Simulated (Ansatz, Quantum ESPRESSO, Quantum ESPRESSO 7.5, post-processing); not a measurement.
# Ballistic transmission: 4 layers of Na in Ca(100), on the host's sites

Aim: the zero-bias transmission with pwcond for this junction: 4 layers of Na in Ca(100), on the host's sites.

Method: plane-wave DFT, PBE, GBRV ultrasoft pseudopotentials (cross-check by Ansatz 0.2.0 with PAW datasets), in Quantum ESPRESSO 7.5.

This is a report of a sequence of runs, with most program output left out.

**1. Starting point**

The cell holds 16 atoms: 12 Ca and 4 Na. Its edges and angles: a = 3.903 Å, b = 3.903 Å, c = 42.846 Å, α = 90.0°, β = 90.0°, γ = 90.0°. It derives from Ca. Regions: left lead, 6 atoms (6 Ca); channel, 4 atoms (4 Na); right lead, 6 atoms (6 Ca). The structure is stacked along c, and the current runs across the ab planes.

**2. Ground state**

One periodic cell holds a stretch of lead, the junction and more lead; the atoms stay as built.

The input, scf.in:

```
&control
  prefix = 'scf'
  outdir = './out'
  pseudo_dir = './pseudo'
  calculation = 'scf'
  tprnfor = .true.
/
&system
  ibrav = 0
  nat = 16
  ntyp = 2
  ecutwfc = 40
  ecutrho = 200
  occupations = 'smearing'
  smearing = 'mv'
  degauss = 0.01
/
&electrons
  conv_thr = 1e-07
  mixing_beta = 0.25
  electron_maxstep = 120
  mixing_mode = 'local-TF'
/
ATOMIC_SPECIES
  Ca  40.0780  ca_pbe_v1.uspp.F.UPF
  Na  22.9898  na_pbe_v1.5.uspp.F.UPF
CELL_PARAMETERS angstrom
  3.90322943214974 0.00000000000000 0.00000000000000
  0.00000000000000 3.90322943214974 0.00000000000000
  0.00000000000000 0.00000000000000 42.84589792060491
ATOMIC_POSITIONS crystal
  Ca  0.000000000000 0.000000000000 0.000000000000
  Ca  0.500000000000 0.500000000000 0.064416901826
  Ca  0.000000000000 0.000000000000 0.128833803652
  Ca  0.500000000000 0.500000000000 0.193250705478
  Ca  0.000000000000 0.000000000000 0.257667607304
  Ca  0.500000000000 0.500000000000 0.322084509130
  Na  0.000000000000 0.000000000000 0.382667607304
  Na  0.500000000000 0.500000000000 0.439416901826
  Na  0.000000000000 0.000000000000 0.496166196348
  Na  0.500000000000 0.500000000000 0.552915490870
  Ca  0.000000000000 0.000000000000 0.613498589044
  Ca  0.500000000000 0.500000000000 0.677915490870
  Ca  0.000000000000 0.000000000000 0.742332392696
  Ca  0.500000000000 0.500000000000 0.806749294522
  Ca  0.000000000000 0.000000000000 0.871166196348
  Ca  0.500000000000 0.500000000000 0.935583098174
K_POINTS automatic
  6 6 1 0 0 0
```

Started as:

```sh
$ OMP_NUM_THREADS=1 mpirun -n 4 pw.x -nk 2 -in scf.in > scf.out
```

It took 2.8 min on 4 MPI ranks of Arm Neoverse V2, shared host; peak memory 1.5 GiB.

Numbers from this step:

* free energy: -17421.6095 eV
* Fermi energy: 4.252 eV

The program's own clock; routines nest. Time by routine:

```tsv
routine	wall time (s)	calls
PWSCF	164.6	1
electrons	156.2	1
c_bands	129.3	14
cegterg	118	70
h_psi	73.05	315
fftw	50.57	37060
vloc_psi	45.92	315
calbec	20.46	405
sum_band	20.4	14
h_psi:calbec	13.22	315
add_vuspsi	13.15	315
s_psi	13.12	315
init_run	5.7	1
wfcinit	5.1	1
```

The run needed 14 iterations to bring the estimated error under 1e-07 Ry; the largest force on any atom, held or free, is 0.05 eV/Å.

**3. Transmission with pwcond.x**

prefixt takes both regions from one run: the lead from 0 to bdl, the scattering region from bdl to bds (units of alat). ikind = 1 puts the same lead on both sides. The program's T_tot counts both spins in a run without spin; the tables below give T per spin.

The input, cond.in:

```
&inputcond
  outdir = './out'
  prefixt = 'scf'
  tran_file = 'cond.dat'
  bdl = 1.4142135624
  bds = 10.9770380309
  ikind = 1
  ewind = 4.0
  epsproj = 1e-05
  nz1 = 7
  energy0 = 0.4
  denergy = -0.4
/
21
  0.00000000 0.00000000 0.01000000
  0.00000000 0.10000000 0.04000000
  0.00000000 0.20000000 0.04000000
  0.00000000 0.30000000 0.04000000
  0.00000000 0.40000000 0.04000000
  0.00000000 0.50000000 0.02000000
  0.10000000 0.10000000 0.04000000
  0.10000000 0.20000000 0.08000000
  0.10000000 0.30000000 0.08000000
  0.10000000 0.40000000 0.08000000
  0.10000000 0.50000000 0.04000000
  0.20000000 0.20000000 0.04000000
  0.20000000 0.30000000 0.08000000
  0.20000000 0.40000000 0.08000000
  0.20000000 0.50000000 0.04000000
  0.30000000 0.30000000 0.04000000
  0.30000000 0.40000000 0.08000000
  0.30000000 0.50000000 0.04000000
  0.40000000 0.40000000 0.04000000
  0.40000000 0.50000000 0.04000000
  0.50000000 0.50000000 0.01000000
3
```

Started as:

```sh
$ OMP_NUM_THREADS=1 mpirun -n 4 pwcond.x -in cond.in > cond.out
```

Elapsed: 4.2 min, on 4 MPI ranks; peak memory 0.55 GiB.

This step gave:

```
lead channels at the Fermi level, one spin : 1.100
transmission at the Fermi level, one spin  : 0.5570
conductance                                : 0.5570 G₀
```

Per spin; mean over the k mesh across the current. Table of open channels, zone mean by energy, zero at the Fermi level:

```tsv
energy (eV)	open channels, zone mean
-0.400	0.94
0.000	1.1
0.400	1.24
```

Per spin; mean over the k mesh across the current. Transmission, zone mean against energy, zero at the Fermi level:

```tsv
energy (eV)	transmission, zone mean
-0.400	0.577
0.000	0.557
0.400	0.645
```

At 0.000 eV; k in fractions of b1, b2. Transmission by k point:

```tsv
k1	k2	weight	t	channels
0	0	0.01	0	0
0	0.1	0.04	0	0
0	0.2	0.04	0	0
0	0.3	0.04	0	0
0	0.4	0.04	0.9095	2
0	0.5	0.02	0.8437	2
0.1	0.1	0.04	0	0
0.1	0.2	0.08	0	0
0.1	0.3	0.08	0.9936	1
0.1	0.4	0.08	0.8788	2
0.1	0.5	0.04	1.001	2
0.2	0.2	0.04	0.7963	1
0.2	0.3	0.08	0.9571	1
0.2	0.4	0.08	0.9484	2
0.2	0.5	0.04	1.992	2
0.3	0.3	0.04	0.9489	1
0.3	0.4	0.08	0	0
0.3	0.5	0.04	0.08573	2
0.4	0.4	0.04	0.2134	2
0.4	0.5	0.04	4.36e-4	2
0.5	0.5	0.01	1.03e-5	2
```

The program's own clock; routines nest. Time by routine:

```tsv
routine	wall time (s)	calls
PWCOND	251.1	1
scatter_forw	201.1	126
local	29.9	21
compbs	16.08	63
compbs_2	13.65	63
init	0.75	1
poten	0.08	1
```

At no point does T exceed the number of channels.

**4. Transmission with pwcond.x, with ewind = 1.0**

How much does a setting matter? One run is repeated with a change.

cond.w.in, as its differences from the input of step 3:

```diff
@@ -3,3 +3,3 @@
   prefixt = 'scf'
-  tran_file = 'cond.dat'
+  tran_file = 'cond.w.dat'
   bdl = 1.4142135624
@@ -7,3 +7,3 @@
   ikind = 1
-  ewind = 4.0
+  ewind = 1.0
   epsproj = 1e-05
```

Started as:

```sh
$ OMP_NUM_THREADS=1 mpirun -n 4 pwcond.x -in cond.w.in > cond.w.out
```

Run time: 2.6 min. Hardware: 4 MPI ranks; peak memory 0.56 GiB.

The changed values were drawn from a wide range, not chosen for quality; the comparison shows what they did here together.

Beside the run it was changed from:

```tsv
quantity	this run	unchanged run	difference
transmission at the Fermi level, one spin	0.5573	0.5570	3.5e-4
lead channels at the Fermi level, one spin	1.100	1.100	0
wall time (s)	156	252
```

Over all energies T moves by up to 3.5e-4, at 0 eV.

The physical values in this table move by up to 0.062 %.

**5. Cross-check with Ansatz**

A second code with its own PAW datasets, on the same atoms.

Level of this step: plane-wave DFT, PBE, Ansatz PAW (Ansatz 0.2.0).

The input, input.yaml:

```yaml
crystal:
  lattice:
    - [3.9032294321, 0.0, 0.0]
    - [0.0, 3.9032294321, 0.0]
    - [0.0, 0.0, 42.8458979206]
  atoms:
    - { symbol: Ca, position: [0.0, 0.0, 0.0] }
    - { symbol: Ca, position: [0.5, 0.5, 0.0644169018] }
    - { symbol: Ca, position: [0.0, 0.0, 0.1288338037] }
    - { symbol: Ca, position: [0.5, 0.5, 0.1932507055] }
    - { symbol: Ca, position: [0.0, 0.0, 0.2576676073] }
    - { symbol: Ca, position: [0.5, 0.5, 0.3220845091] }
    - { symbol: Na, position: [0.0, 0.0, 0.3826676073] }
    - { symbol: Na, position: [0.5, 0.5, 0.4394169018] }
    - { symbol: Na, position: [0.0, 0.0, 0.4961661963] }
    - { symbol: Na, position: [0.5, 0.5, 0.5529154909] }
    - { symbol: Ca, position: [0.0, 0.0, 0.613498589] }
    - { symbol: Ca, position: [0.5, 0.5, 0.6779154909] }
    - { symbol: Ca, position: [0.0, 0.0, 0.7423323927] }
    - { symbol: Ca, position: [0.5, 0.5, 0.8067492945] }
    - { symbol: Ca, position: [0.0, 0.0, 0.8711661963] }
    - { symbol: Ca, position: [0.5, 0.5, 0.9355830982] }
kpoints:
  mp_grid: { grid: [6, 6, 1] }
hamiltonian:
  xc: pbe
scf:
  occupations: { method: fermi_dirac, width: 0.1 }
  convergence: { dr2_threshold: 1.0e-08 }
output:
  transmission: { leads: [[0, 2]], e_range: [-0.4, 0.4], de: 0.4, kmesh: [10, 10] }
  write_potential: true
  write_density: true
  volumetric_format: npy
  elf: true
```

Started as:

```sh
$ ansatz run input.yaml --threads 4 --pin off --max-ram 8192MiB --backend cpu --events-out ev --progress --plain --runs-dir out
```

Run time: 61 s. Hardware: 4 threads; peak memory 1.6 GiB.

This step gave:

```
free energy                                  : -27748.0918 eV
energy at zero smearing                      : -27747.7936 eV
smearing term TS                             : 0.5965 eV
Fermi energy                                 : 4.239 eV
symmetry operations                          : 16
transmission at the Fermi level, one spin    : 0.5566
lead channels at the Fermi level, one spin   : 1.1
step of the lead's Hamiltonian over a period : 2.5 meV
```

Per spin; mean over the k mesh across the current. Transmission, zone mean against energy, zero at the Fermi level:

```tsv
energy (eV)	transmission, zone mean
-0.400	0.579
0.000	0.557
0.400	0.657
```

Per spin; mean over the k mesh across the current. Table of open channels, zone mean by energy, zero at the Fermi level:

```tsv
energy (eV)	open channels, zone mean
-0.400	0.94
0.000	1.1
0.400	1.24
```

Electrostatic potential energy in the ca plane at fractional y = 0.000, with atoms of Ca and Na within 0.2 Å of it. With pseudopotentials it is smooth inside the atoms' cores, unlike the true potential.

Ten even steps from '0' (-54 eV) to '9' (7 eV), each cell a mean:
```
68999999986104899999998730026899999999740016
89999999998768999999999864468999999999874457
99999999999999999999999988889999999999988889
99999999999999999999999999999999999999999999
99999999999999999999999999999999999999999999
99999999999999999999999999999999999999999999
99999999999999999999999998899999999999998899
99999999999888999999999876678999999999986678
79999999997436899999999741147999999999852136
58999999985003899999998620016899999999730005
```
Columns run along c (16.0 Å, from fractional 0.40 to 0.77 of the cell; values clipped at the 3rd and 97th percentile), rows up along a (3.9 Å). Atoms in or near the plane, at fractional coordinates: Na at (0.50, 0.00), Ca at (0.61, 0.00), Ca at (0.74, 0.00).

ELF in the ca plane at fractional y = 0.000, with atoms of Ca and Na within 0.2 Å of it. It is the smooth field of the valence electrons, not physical close to the nuclei.

Ten even steps from '0' (0.03) to '9' (0.85), each cell a mean:
```
15777741289998204777761056462014555202646500
26777751048984015777763014530035555300354101
46666663101210136666665200000245556520000014
56555565310001456554556531113555556653111245
65444566543334666543455655555555556666555556
65544566532123566544456554345555556665433455
56655664200000256655566310001355556641000025
36777752015751026777764001200145555410021002
26777751179996115777762036661024555201666301
15777740299998204777761054263014555103625500
```
Columns run along c (16.0 Å, from fractional 0.17 to 0.54 of the cell), rows up along a (3.9 Å). Atoms in or near the plane, at fractional coordinates: Ca at (0.26, 0.00), Na at (0.38, 0.00), Na at (0.50, 0.00).

Ansatz finds T = 0.557 against pwcond's 0.557.

**6. All levels side by side**

All levels:

```tsv
step	T at the Fermi level (per spin)	conductance (G0)	r.m.s. T(E) from the first	CPU time of the step (s)	peak memory (GiB)
Ansatz	0.5566	-	0	198.1	1.607
pwcond	0.557	0.557	0.00692	1006	0.55
pwcond, changed setting	0.5573	0.5573	0.007023	621.7	0.56
```

Per spin; mean over the k mesh across the current. Table of transmission, zone mean by energy, zero at the Fermi level:

```tsv
energy (eV)	Ansatz	pwcond	pwcond, changed setting
-0.400	0.579	0.577	0.577
0.000	0.557	0.557	0.557
0.400	0.657	0.645	0.645
```

**7. By hand**

The Landauer sum over the mesh, Σ w T = 0.0400 × 1.99 + 0.0800 × 0.994 + 0.0800 × 0.957 + … = 0.5570.

G = 0.557 × 77.48 µS = 43.2 µS a cell. Times the area of 15.235 Å², the resistance-area product is A/G = 3.53 fΩ m², the leads' contact resistance included.

**8. Summary of results**

| Item | Value |
| --- | --- |
| conductance from T at the Fermi level, a cell (G₀ = 2e²/h) | 0.557 G₀ |
| conductance per area | 283 S/μm² |
| lead channels per spin | 1.10 |
| the same conductance by Ansatz | 0.557 G₀ |

In words: The junction conducts 0.557 G₀ a cell at the Fermi level (PBE, GBRV ultrasoft). At the Fermi level the junction passes 51 % of what the leads offer. At the Fermi level pwcond and Ansatz differ by 0.062 %, a close match. The mean rests on 21 distinct points, the heaviest weighing 0.08, and the mesh was not tested, so even the second digit is unsure. Over -0.4 to 0.4 eV, T lies between 0.56 and 0.65 per spin. The geometry is as built, not relaxed, and the leads are short.

[Logs are printed without paths, hosts, clocks, repeated set-up lines and the standing remarks that a program may print on its own settings, such as how far it seeks lower states.]

[Hosts, paths, dates, database ids (printed as entryN), source tags and the programs' standing remarks are cut or masked in the printed files.]

[Maps of the electrostatic potential energy from Ansatz leave out the sawtooth potential of an applied field or a dipole correction, so their vacuum need not be flat; planar profiles and work functions include it.]
